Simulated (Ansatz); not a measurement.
**Si: strong compression**

The task here is to estimate one member of a computed series from the others.

Computed with Ansatz 0.2.0 (DFT, PBEsol, PAW with Ansatz's default frozen-core files, scalar-relativistic, unless a step's input says otherwise).

## Starting point

The structure is hexagonal, space group P6_3/mmc (No. 194). Conventional cell: a = 2.836 Å, b = 2.836 Å, c = 4.594 Å, α = 90.00°, β = 90.00°, γ = 120.00°. Si (site symmetry -6m2) has 12 Si at 2.82 to 2.84 Å in its first shell of neighbours.

Coordinates:

```cif
data_structure
_symmetry_space_group_name_H-M 'P 1'
_symmetry_Int_Tables_number 1
_cell_length_a 2.8360
_cell_length_b 2.8360
_cell_length_c 4.5943
_cell_angle_alpha 90.000
_cell_angle_beta 90.000
_cell_angle_gamma 120.000
_cell_volume 32.00
loop_
_atom_site_label
_atom_site_type_symbol
_atom_site_fract_x
_atom_site_fract_y
_atom_site_fract_z
_atom_site_occupancy
Si1 Si 0.33333 0.66667 0.25000 1
Si2 Si 0.66667 0.33333 0.75000 1
```

Whether this phase is the stable one at these pressures isn't tested.

Atoms are numbered in the order of the input: Si1, Si2.

The first run:

Input file input.yaml:

```yaml
crystal:
  lattice:
    - [2.8359687699, 0.0, 0.0]
    - [-1.417984385, 2.4560209991, 0.0]
    - [0.0, 0.0, 4.5942694073]
  atoms:
    - { symbol: Si, position: [0.3333333333, 0.6666666667, 0.25] }
    - { symbol: Si, position: [0.6666666667, 0.3333333333, 0.75] }
kpoints:
  mp_grid: { grid: [17, 17, 9] }
scf:
  occupations: { method: fermi_dirac, width: 0.08 }
hamiltonian:
  xc: pbesol
  pseudopotentials: { kind: paw }
output:
  forces: true
  stress: true
relax:
  f_tol: 0.005
  max_steps: 40
  cell: {}
```

Started as:

```console
$ ansatz run input.yaml --threads 1 --pin off --max-ram 2048MiB --backend cpu --events-out ev --progress --plain --runs-dir out
```

Steps of the session up to this table: Cell relaxed at zero pressure, PAW; Volume scaled by 1, PAW; Shape and atoms relaxed at 0.9 of the volume, PAW; Volume scaled by 0.9, PAW; Shape and atoms relaxed at 0.8 of the volume, PAW; Volume scaled by 0.8, PAW; Shape and atoms relaxed at 0.7 of the volume, PAW; Volume scaled by 0.7, PAW; Shape and atoms relaxed at 0.6 of the volume, PAW; Volume scaled by 0.6, PAW; Shape and atoms relaxed at 0.5 of the volume, PAW; Volume scaled by 0.5, PAW; Shape and atoms relaxed at 0.4 of the volume, PAW; Volume scaled by 0.4, PAW; Volume scaled by 0.4, PAW (cutoff 250 eV).

One table of the session follows, with a row left open; its other results are not shown here.

```
             method  volume over the first  volume (Å³/atom)  pressure (GPa)
                PAW                      1                 ?               ?
                PAW                    0.9            12.560           12.74
                PAW                    0.8            11.165           35.73
                PAW                    0.7             9.769           77.71
                PAW                    0.6             8.374          156.17
                PAW                    0.5             6.978          311.04
                PAW                    0.4             5.582          644.55
PAW (cutoff 250 eV)                    0.4             5.582          655.17
```

**Question.** Estimate the row for PAW, 1.

As computed: volume (Å³/atom): 13.956; pressure (GPa): -0.03. In the column «volume (Å³/atom)» it is the highest.

Caveats from the session: At pressures up to 655 GPa the PAW spheres may overlap and frozen cores may not hold, so those PAW values are rough without an all-electron check. Warnings in the runs' records: cutoff below recommended.
